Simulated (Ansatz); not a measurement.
# Moving the choice of potentials or basis in ZnS

The structure is cubic, space group F-43m (No. 216). The conventional cell has a = 5.404 Å, b = 5.404 Å, c = 5.404 Å, α = 90.00°, β = 90.00°, γ = 90.00°. Zn (site symmetry -43m) has 4 S at 2.34 Å as nearest neighbours. S (site symmetry -43m) is surrounded by 4 Zn at 2.34 Å.

Kept alike: task band structure; functional PBEsol; k mesh 9 × 9 × 9; occupations fermi-dirac, width 0.05 eV; no spin polarisation. Program: Ansatz. Cutoffs run from 420 to 1143 eV. The mesh is that of the run's cell of 2 atoms. No spin-orbit coupling.

| choice of potentials or basis | band gap (eV) |
| --- | --- |
| Ansatz PAW | 1.972 |
| Ansatz PAW (files of its older set among them) | 1.976 |
| JTH PAW | 1.959 |
| PseudoDojo standard (PBEsol files) | 1.976 |
| PseudoDojo stringent (PBEsol files) | 1.976 |

Gaps are the smaller of the mesh's and the band path's.

What does the choice of potentials or basis change here?

The band gap runs from 1.959 (JTH PAW) to 1.976 eV (Ansatz PAW (files of its older set among them); PseudoDojo standard (PBEsol files); PseudoDojo stringent (PBEsol files)). Measured: 3.85 eV at 19 K (arxiv:0911.5022). Semilocal gaps run low as a rule. The gap moves here only through the cell or the potentials.
